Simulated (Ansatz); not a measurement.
Runs of Ansatz 0.2.0 on Sn. The structure is tetragonal, space group I4_1/amd (No. 141). Conventional cell: a = 5.880 Å, b = 5.880 Å, c = 3.199 Å, α = 90.00°, β = 90.00°, γ = 90.00°. Sn (site symmetry -4m2) has 6 Sn at 3.05 to 3.20 Å as nearest neighbours. 

```tsv
level	cutoff (eV)	gap on the mesh (eV)	pressure (GPa)	relaxed volume (Å³/atom)
RPBE	420	none	0.0	(a)
PBEsol	420	none	0.0	26.89
r2SCAN	500	none	0.0	27.60
LDA	420	none	0.0	26.17
revPBE	420	none	0.0	(b)
BLYP	420	none	0.0	31.19
```

Alike in all rows: task relaxation of cell and atoms; potentials or basis Ansatz PAW; no spin polarisation; cell relaxed; k mesh 9 × 9 × 9; smearing fermi-dirac 0.05 eV.

Question: Estimate the missing entries.

Answer: (a) 29.29; (b) 29.04.

Caveats: the plane-wave basis is chosen anew once the cell has moved, so the energies of steps on either side of that aren't comparable; the PAW data sets come from PBE, with cores solved anew for the run's functional, which leaves a small shift of forces and pressure.

A k mesh can miss the band edges, and the runs leave out spin-orbit coupling on Sn.

A gap of «none» marks a metal or a gap under the smearing width.

Runs at the PBE level aren't shown here.
